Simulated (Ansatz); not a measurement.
Runs of Ansatz 0.2.0 on RuS2 (Laurite). It takes space group Pa-3 (No. 205, cubic). The conventional cell has a = 5.611 Å, b = 5.611 Å, c = 5.611 Å, α = 90.00°, β = 90.00°, γ = 90.00°. Ru (site symmetry -3) is surrounded by 6 S at 2.35 Å. S (site symmetry 3) is surrounded by 1 S at 2.17 Å and 3 Ru at 2.35 Å. 

| task | level | cell | k mesh | cutoff (eV) | smearing | points for each segment of the path | level | run kind | gap on the mesh (eV) | pressure (GPa) | relaxed volume (Å³/atom) | largest force (eV/Å) |
| --- | --- | --- | --- | --- | --- | --- | --- | --- | --- | --- | --- | --- |
| band structure | PBE | as given | 5 × 5 × 5 | 420 | fermi-dirac 0.05 eV | 10 | - | - | 0.75 | (b) | - | 0.26 |
| relaxation of cell and atoms | PBEsol | relaxed | 5 × 5 × 5 | 420 | fermi-dirac 0.05 eV | - | - | - | 0.49 | 0.0 | 14.48 | 0.01 |
| relaxation of cell and atoms | r2SCAN | relaxed | 5 × 5 × 5 | 500 | fermi-dirac 0.05 eV | - | - | - | 0.90 | 0.0 | 14.89 | - |
| band structure | r2SCAN | as given | 4 × 4 × 4 | 500 | fixed | - | r2scan | scf | 0.94 | (c) | - | 0.07 |
| band structure | PBEsol | as given | 4 × 4 × 4 | 420 | fixed | - | pbesol | scf | 0.72 | -3.1 | - | 0.33 |
| relaxation of cell and atoms | LDA | relaxed | 5 × 5 × 5 | 420 | fermi-dirac 0.05 eV | - | - | - | (a) | 0.0 | 14.24 | - |
| band structure | PBE0 | as given | 4 × 4 × 4 | 420 | fixed | - | pbe0 | scf | 2.51 | - | - | 0.37 |
| band structure | LDA | as given | 5 × 5 × 5 | 420 | fermi-dirac 0.05 eV | 10 | - | - | 0.70 | -6.3 | - | 0.36 |
| band structure | PBEsol | as given | 5 × 5 × 5 | 420 | fermi-dirac 0.05 eV | 10 | - | - | 0.71 | -3.1 | - | 0.33 |
| relaxation of cell and atoms | PBE | relaxed | 5 × 5 × 5 | 420 | fermi-dirac 0.05 eV | - | - | - | 0.58 | 0.0 | 15.02 | - |
| band structure | r2SCAN | as given | 5 × 5 × 5 | 500 | fermi-dirac 0.05 eV | 10 | - | - | 0.94 | 2.1 | - | 0.07 |
| band structure | LDA | as given | 4 × 4 × 4 | 420 | fixed | - | lda | scf | 0.71 | -6.3 | - | 0.36 |

Alike in all rows: potentials or basis Ansatz PAW; no spin polarisation.

Q: Estimate the missing entries.

A: (a) 0.46; (b) 3.7; (c) 2.2.

Caveats: the PAW data sets come from PBE, with cores solved anew for the run's functional, which leaves a small shift of forces and pressure (some runs); odd divisions of the mesh miss points on the zone boundary, where band edges often lie, so the gap on the mesh can be too wide (some runs); the plane-wave basis is chosen anew once the cell has moved, so the energies of steps on either side of that aren't comparable (some runs).

A k mesh can miss the band edges, and the runs leave out spin-orbit coupling on Ru.

Not every run made on this cell is shown here.
